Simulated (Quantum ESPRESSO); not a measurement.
Runs of Quantum ESPRESSO 7.5 on AlN. Symmetry: P6_3mc, No. 186, hexagonal system. Conventional cell: a = 3.113 Å, b = 3.113 Å, c = 4.981 Å, α = 90.00°, β = 90.00°, γ = 120.00°. Al (site symmetry 3m) is surrounded by 4 N at 1.89 Å. Around N (site symmetry 3m) lie 4 Al at 1.89 Å. 

```tsv
level	potentials or basis	cell	form of the LDA correlation	pressure (GPa)	largest force (eV/Å)
PBE	PseudoDojo 0.4.1 SR PBE standard	as given	-	3.4	0.13
LDA	PseudoDojo 0.4.1 SR LDA standard	relaxed	PW92	0.0	-
PBE	PseudoDojo 0.4.1 SR PBE standard	relaxed	-	0.0	-
LDA	PseudoDojo 0.4.1 SR LDA standard	as given	PW92	(a)	0.11
```

Alike in all rows: task dielectric tensor; no spin polarisation; k mesh 8 × 8 × 5, shifted; cutoff (eV) 1143; smearing fermi-dirac 0.02 eV.

Question: Estimate the missing entries.

Answer: (a) -5.8.

Caveats: the cell is more than 3 GPa from zero pressure, which shifts response properties (some runs).
